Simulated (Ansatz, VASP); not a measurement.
# CaO (Lime): VASP beside Ansatz, part 2 of 2

Wanted: the spread between two codes on one cell, functional and k mesh. The cell is taken from a series of VASP runs on this material, whose earlier steps may have relaxed, scaled or displaced it; both programs get it as it stands.

VASP 6.6.1 and Ansatz 0.2.0.

So far. Step 4 (Side by side): The walks stopped with -0.05 GPa left in Ansatz and 0.01 GPa in VASP; each walk ends within a tolerance, so the volume difference is uncertain by about these residues over the bulk modulus, most in soft cells.

**5. Ansatz: relaxation of cell and atoms, PBEsol with D3(BJ)**

Level of this step: Ansatz beside VASP: Kohn-Sham DFT, plane waves, PBEsol with D3(BJ) (Ansatz).

The relaxed volume is the usual yardstick between codes: its relative difference is about their pressure difference at one cell divided by the bulk modulus. The cell compared in this pair holds 26.48 Å³, against 26.28 Å³ for the pair before.

The cell is taken from a series of VASP runs on this material, whose earlier steps may have relaxed, scaled or displaced it; both programs get it as it stands.

input.yaml

```yaml
crystal:
  lattice:
    - [0.0, 2.3656579666, 2.3656579666]
    - [2.3656579666, 0.0, 2.3656579666]
    - [2.3656579666, 2.3656579666, 0.0]
  atoms:
    - { symbol: Ca, position: [0.0, 0.0, 0.0] }
    - { symbol: O, position: [0.5, 0.5, 0.5] }
hamiltonian:
  xc: pbesol
  pseudopotentials: { kind: paw }
  dispersion: d3bj
kpoints:
  mp_grid: { grid: [8, 8, 8] }
scf:
  occupations: { method: gaussian, width: 0.03 }
relax:
  f_tol: 0.01
  max_steps: 60
  cell: { stress_tol: 0.05 }
output:
  forces: true
  stress: true
  write_density: true
  write_potential: true
  elf: true
  volumetric_format: npy
```

Command:

```sh
$ ansatz run input.yaml --threads 4 --pin off --max-ram 9216MiB --backend cpu --events-out ev --progress --plain --runs-dir out
```

Numbers of over 12 decimals in the logs are rounded to 6 here.

What it wrote:

```text
[...]
Crystal: 2 atoms, lattice volume = 26.478 Å³
Basis set: ecut = 420 eV, 531 PW (Γ), exchange–correlation on 48×48×48 points (8 copies of the dense FFT grid, shifted against one another)
Bands: 12, of which v1, the nominal top of the filled ones, is band 8 counted from 1 (7 counted from 0)
Symmetry: 48 space group operations
[...]
k-points: 29 of 512
[...]
k-point 28: bands = [... 4 lower, -6.6392, 6.7543, 7.0664, 7.0664, 14.5622, 14.5622, 16.9231, 18.1053]
--- Relaxed structure (3 steps of the walk, 3 accepted, 1 SCFs on fresh bases) ---
[...]
cell:  # Å, volume = 26.3292 Å³
    - [0, 2.361217, 2.361217]
    - [2.361217, 0, 2.361217]
    - [2.361217, 2.361217, 0]
  atoms:
    - { symbol: Ca, position: [0, 0, 0] }
    - { symbol: O, position: [0.5, 0.5, 0.5] }
[key lines of the parts left out:]
SCF converged after 5 iterations
Free energy (F): -2358.653476 eV
Fermi energy:    9.900838 eV
P = ⅓ Tr σ = -0.0314 GPa (-0.314 kbar)
```

Elapsed: 1.1 s, on 4 threads of Arm Neoverse V1, shared host; peak memory 0.32 GiB.

**6. VASP: relaxation of cell and atoms, PBEsol with D3(BJ)**

The same cell, functional, mesh and smearing now go to VASP, with its own data sets and cutoff.

INCAR

```
SYSTEM = CaO
PREC = Accurate
ENCUT = 520
EDIFF = 1E-06
NELM = 100
ISMEAR = 0
SIGMA = 0.03
LREAL = .FALSE.
ALGO = Normal
GGA = PS
IVDW = 12
NBANDS = 14
LORBIT = 11
LWAVE = .FALSE.
LCHARG = .FALSE.
KPAR = 4
IBRION = 2
NSW = 50
ISIF = 3
EDIFFG = -0.006
```

POSCAR

```
CaO
1.0
    0.0000000000      2.3656579666      2.3656579666
    2.3656579666      0.0000000000      2.3656579666
    2.3656579666      2.3656579666      0.0000000000
Ca O
1 1
Direct
    0.0000000000      0.0000000000      0.0000000000
    0.5000000000      0.5000000000      0.5000000000
```

KPOINTS

```
Automatic mesh
0
Gamma
8 8 8
0 0 0
```

PAW data sets: Ca_sv and O (PBE family, release 64).

Command:

```sh
$ mpirun -np 4 vasp_std
```

What it wrote:

```text
[banner, memory and clock lines left out]
running    4 mpi-ranks, on    1 nodes
[...]
|                                                                             |
|               ----> ADVICE to this user running VASP <----                  |
|                                                                             |
|     You enforced a specific xc type in the INCAR file but a different       |
|     [... a line on the potential file left out ...]
|     I HOPE YOU KNOW WHAT YOU ARE DOING!                                     |
|                                                                             |

 LDA part: xc-table for (Slater+PW92), standard interpolation
 POSCAR, INCAR and KPOINTS ok, starting setup
[...]
entering main loop
       N       E                     dE             d eps       ncg     rms          rms(c)
DAV:   1     0.127235890956E+03    0.12724E+03   -0.85014E+03   812   0.118E+03
DAV:   2    -0.954571617585E+01   -0.13678E+03   -0.12632E+03  1032   0.305E+02
DAV:   3    -0.147958431124E+02   -0.52501E+01   -0.52169E+01   896   0.626E+01
DAV:   4    -0.149301617606E+02   -0.13432E+00   -0.13422E+00  1198   0.914E+00
[...]
DAV:  11    -0.134023178117E+02    0.61913E-04   -0.90490E-05  1052   0.139E-01    0.592E-03
DAV:  12    -0.134023173811E+02    0.43065E-06   -0.11418E-05   914   0.376E-02    0.523E-03
DAV:  13    -0.134023171017E+02    0.27933E-06   -0.86191E-07   524   0.118E-02
   1 F= -.13955494E+02 E0= -.13955494E+02  d E =-.139555E+02
[...]
reached required accuracy - stopping structural energy minimisation
```

From OUTCAR (step 6):

```text
 Edisp (eV)   -0.55318

  Total       0.00077     0.00077     0.00077     0.00000     0.00000     0.00000
  in kB       0.04679     0.04679     0.04679     0.00000     0.00000     0.00000
  external pressure =        0.05 kB  Pullay stress =        0.00 kB

 POSITION                                       TOTAL-FORCE (eV/Angst)
 -----------------------------------------------------------------------------------
      0.00000      0.00000      0.00000        -0.000000      0.000000     -0.000000
      2.36566      2.36566      2.36566         0.000000      0.000000      0.000000
 -----------------------------------------------------------------------------------
    total drift:                                0.000000      0.000000      0.000000

  FREE ENERGIE OF THE ION-ELECTRON SYSTEM (eV)
  ---------------------------------------------------
  free  energy   TOTEN  =       -13.9554943577 eV

  energy  without entropy=      -13.9554943577  energy(sigma->0) =      -13.95549436

[... 2 parts as in an earlier step ...]

[... 2 further parts left out ...]
[key lines of the parts left out:]
E-fermi :   2.6294
```

**7. Differences**

What differs besides the data sets and the points named for the pairs above, as far as they apply: Ansatz makes its cores anew for this functional, VASP keeps those of its PBE data sets; VASP leaves aspherical gradient terms in its spheres out (LASPH is not set), Ansatz keeps them. Total energies have different zeros and are not compared.

Both answers:

| quantity | Ansatz | VASP | difference |
| --- | --- | --- | --- |
| volume (Å³) | 26.33 | 26.48 | -0.56 % |
| edge a after relaxation, in the typed setting (Å) | 3.339 | 3.345 | -0.19 % |

The walks stopped with -0.03 GPa left in Ansatz and 0.00 GPa in VASP; each walk ends within a tolerance, so the volume difference is uncertain by about these residues over the bulk modulus, most in soft cells.

**8. What came out**

| Property | Result |
| --- | --- |
| difference in volume (relaxation of cell and atoms, LDA) | -0.69 % |
| difference in volume (relaxation of cell and atoms, PBEsol with D3(BJ)) | -0.56 % |

What this shows: The difference in volume is -0.69 % (relaxation of cell and atoms, LDA), within the 1.2 % picked in this series as the mark of a large difference, as far as the stopping tolerances let one tell. How closely two codes agree says nothing of how well the functional describes the real material.

[Lines on the potential files, build, host, timing and source positions are cut from VASP's logs without a mark.]

[Logs are printed without paths, hosts, clocks, repeated set-up lines and the standing remarks that a program may print on its own settings, such as how far it seeks lower states.]

[Hosts, paths, dates, database ids (printed as entryN), source tags and the programs' standing remarks are cut or masked in the printed files.]
